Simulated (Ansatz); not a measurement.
# Na2S: the cost of one run

Computed with Ansatz 0.2.0 (DFT PBEsol, scalar-relativistic, plane waves, PAW, unless a step's input says otherwise).

5 further runs of the same task are left out: 5 set aside as unsound or not needed. Runs told in other sessions of the task aren't counted.

## 1. The starting structure

It takes space group Fm-3m (No. 225, cubic). The conventional cell has a = 6.526 Å, b = 6.526 Å, c = 6.526 Å, α = 90.00°, β = 90.00°, γ = 90.00°. Around Na (site symmetry -43m) lie 4 S at 2.83 Å. S (site symmetry m-3m) is surrounded by 8 Na at 2.83 Å.

Structure file:

```cif
data_structure
_symmetry_space_group_name_H-M 'Fm-3m'
_symmetry_Int_Tables_number 225
_cell_length_a 6.5260
_cell_length_b 6.5260
_cell_length_c 6.5260
_cell_angle_alpha 90.000
_cell_angle_beta 90.000
_cell_angle_gamma 90.000
_cell_volume 277.93
loop_
_atom_site_label
_atom_site_type_symbol
_atom_site_symmetry_multiplicity
_atom_site_Wyckoff_symbol
_atom_site_fract_x
_atom_site_fract_y
_atom_site_fract_z
_atom_site_occupancy
Na1 Na 8 c 0.25000 0.75000 0.75000 1
S1 S 4 a 0.00000 0.00000 0.00000 1
```

The cell is the deposited one, not relaxed. At PBEsol, an earlier run found -0.32 GPa for this cell of 23.161 Å³/atom (10×10×10 mesh), gap on the mesh 2.39 eV.

## 2. Bands on a fine mesh

input.yaml

```yaml
crystal:
  lattice:
    - [0.0, 3.2629996103, 3.2629996103]
    - [3.2629996103, 0.0, 3.2629996103]
    - [3.2629996103, 3.2629996103, 0.0]
  atoms:
    - { symbol: Na, position: [0.25, 0.25, 0.25] }
    - { symbol: Na, position: [0.75, 0.75, 0.75] }
    - { symbol: S, position: [0.0, 0.0, 0.0] }
basis:
  ecutwfc: 420
  ecutrho_ratio: 4
kpoints:
  mp_grid: { grid: [10, 10, 10] }
hamiltonian:
  xc: pbesol
scf:
  occupations: { method: gaussian, width: 0.05 }
output:
  forces: true
  stress: true
  eigenvalues: true
  eigenstates:
    nscf_kmesh: { grid: [16, 16, 16] }
    de_dk: true
    e_range: [-2.5, 4.891748751226]
  write_density: true
  write_potential: true
  elf: true
  volumetric_format: npy
```

Run with:

```sh
ansatz run input.yaml --threads 4 --pin off --max-ram 9216MiB --backend cpu --events-out ev --progress --plain --runs-dir out
```

Q: Estimate wall time and peak memory on 4 threads of Intel Xeon 6975P-C (Granite Rapids), shared host.

About 1.5 s, with a peak of 0.44 GiB.
